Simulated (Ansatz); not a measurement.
# Is this KF structure stable?

It was reached by relaxing an invented guess, and it needn't be the stable form of this composition.

Theory: Ansatz, DFT PBE, scalar-relativistic, plane waves, PAW. Settings of the last relaxation (2-atom cell): 420 eV, 6×6×8 k points, Gaussian smearing of 0.02 eV, no spin polarisation.

```cif
data_structure
_symmetry_space_group_name_H-M 'P-6m2'
_symmetry_Int_Tables_number 187
_cell_length_a 3.6932
_cell_length_b 3.6932
_cell_length_c 3.3621
_cell_angle_alpha 90.000
_cell_angle_beta 90.000
_cell_angle_gamma 120.000
_cell_volume 39.72
loop_
_atom_site_label
_atom_site_type_symbol
_atom_site_symmetry_multiplicity
_atom_site_Wyckoff_symbol
_atom_site_fract_x
_atom_site_fract_y
_atom_site_fract_z
_atom_site_occupancy
K1 K 1 b 0.00000 0.00000 0.50000 1
F1 F 1 e 0.66667 0.33333 0.00000 1
```

The zero of energy is the elements' standard structures at the same level (F₂ as a molecule); no fitted shifts are applied.

Q: These tests were run: energy against the elements; phonons on a 3×3×4 q mesh; elastic tensor. What do they show?

A:

```json
{"test": "energy against the elements", "result": "−2.650 eV/atom"}
{"test": "phonons on a 3×3×4 q mesh", "result": "no imaginary mode on the mesh"}
{"test": "elastic tensor", "result": "least eigenvalue 9 GPa"}
```

It fails none of these tests. Whether a mixture of other phases lies lower isn't tested here.

The run for the phonons used a 6×6×8 k mesh. The run for the elastic tensor used a 6×6×8 k mesh. Another cell of KF relaxed alike, in Fm-3m, lies 62 meV/atom lower, so this cell isn't the stable form at this level.
